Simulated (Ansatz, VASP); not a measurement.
**Two plane-wave programs on KF**

INCAR

```
PREC = Accurate ; ENCUT = 520
EDIFF = 1E-7 ; ISMEAR = 0
SIGMA = 0.05 ; LREAL = False
LASPH = True ; NELM = 80
ALGO = Normal ; ISIF = 2
LWAVE = False ; LCHARG = False
GGA = CA ; NBANDS = 15
```

File KPOINTS:

```
regular mesh
0
Gamma
  8 8 8
```

The input POSCAR:

```
KF
1.0
    0.0000000000      2.6735000000      2.6735000000
    2.6735000000      0.0000000000      2.6735000000
    2.6735000000      2.6735000000      0.0000000000
K F
1 1
Direct
   -0.0140265569      0.0140265569      0.0140265569
    0.5000000000      0.5000000000      0.5000000000
```

Input for Ansatz:

```yaml
crystal:
  lattice:
    - [0.0, 2.6735, 2.6735]
    - [2.6735, 0.0, 2.6735]
    - [2.6735, 2.6735, 0.0]
  atoms:
    - { symbol: K, position: [-0.0140265569, 0.0140265569, 0.0140265569] }
    - { symbol: F, position: [0.5, 0.5, 0.5] }
basis:
  ecutwfc: 420
kpoints:
  mp_grid: { grid: [8, 8, 8] }
hamiltonian:
  xc: lda
scf:
  occupations: { method: gaussian, width: 0.05 }
output:
  forces: true
  stress: true
  eigenvalues: true
```

Change from the starting cell: all K atoms moved +0.075 Å, as atom 1 along Cartesian [1 0 0].

Alike in both runs: task single point; functional LDA; k mesh 8 × 8 × 8; occupations gaussian, width 0.05 eV; no spin polarisation.

|  | VASP | Ansatz |
| --- | --- | --- |
| version | VASP 6.6.1 | Ansatz 0.2.0 |
| potentials or method | VASP PAW LDA potentials, release 64 (K_sv, F) | scalar-relativistic, plane waves, PAW |
| plane-wave cutoff (eV) | 520 | 420 |
| valence electrons in the cell | 16 | 16 |

```tsv
	VASP	Ansatz	Ansatz less VASP
gap on the k mesh at the Fermi level (eV)	5.78	5.80	+0.016
least direct gap on the mesh (eV)	5.78	5.80	+0.016
pressure (GPa)	-3.4	-3.5	-0.09
largest component of the traceless stress (GPa)	0.18	0.17	-0.009
rms of the force components (eV/Å)	0.055	0.052	-0.0032
```

Atom by atom the forces differ by 0.003 eV/Å (rms over components).

A k mesh can miss the band edges.
